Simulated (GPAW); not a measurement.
Here is a GPAW 26.7.0 calculation.

The input run.py:

```python
from ase import Atoms
from ase.calculators.mixing import SumCalculator
from ase.filters import FrechetCellFilter
from ase.io import write
from ase.optimize import BFGS
from dftd3.ase import DFTD3
from gpaw import GPAW, PW, setup_paths

setup_paths.insert(0, '.')

atoms = Atoms(['Pt', 'Se', 'Se'],
              cell=[[3.724, 0.0, 0.0],
                    [-1.862, 3.2250786037, 0.0],
                    [0.0, 0.0, 5.062]],
              scaled_positions=[[0.0, 0.0, 0.0],
                                [0.6666666667, 0.3333333333, 0.75],
                                [0.3333333333, 0.6666666667, 0.25]],
              pbc=True)

calc = GPAW(mode=PW(600),
            xc='PBEsol',
            kpts={'size': (7, 7, 5), 'gamma': True},
            occupations={'name': 'fermi-dirac', 'width': 0.05},
            nbands=26,
            convergence={'density': 1e-05, 'forces': 0.0001},
            maxiter=150,
            txt='gpaw.txt')
atoms.calc = SumCalculator([calc, DFTD3(method='pbesol', damping='d3bj')])
opt = BFGS(FrechetCellFilter(atoms), trajectory='relax.traj', logfile='-')
done = opt.run(fmax=0.02, steps=60)
calc.write('gs.gpw')
write('result.traj', atoms)
print('Converged:', done)
print('Cell:', atoms.cell.cellpar().round(4))
print('Volume:', round(atoms.get_volume(), 4))
print(atoms.get_scaled_positions().round(5))
```

Potentials or basis: PAW data sets generated in the run's folder for this functional, pw.

Command:

```sh
$ gpaw-setup -f PBEsol Pt Se
$ OMP_NUM_THREADS=1 python run.py
```

(1) Predict the relaxed volume.

(2) What does it give for the space group after relaxing (to 0.05 Å)?

Results:

(1) 18.75 Å³/atom.

(2) P-3m1 (No. 164).

Caveat: later steps reuse the first step's grids; pairwise dispersion overbinds metals, which lowers pressure and volume.
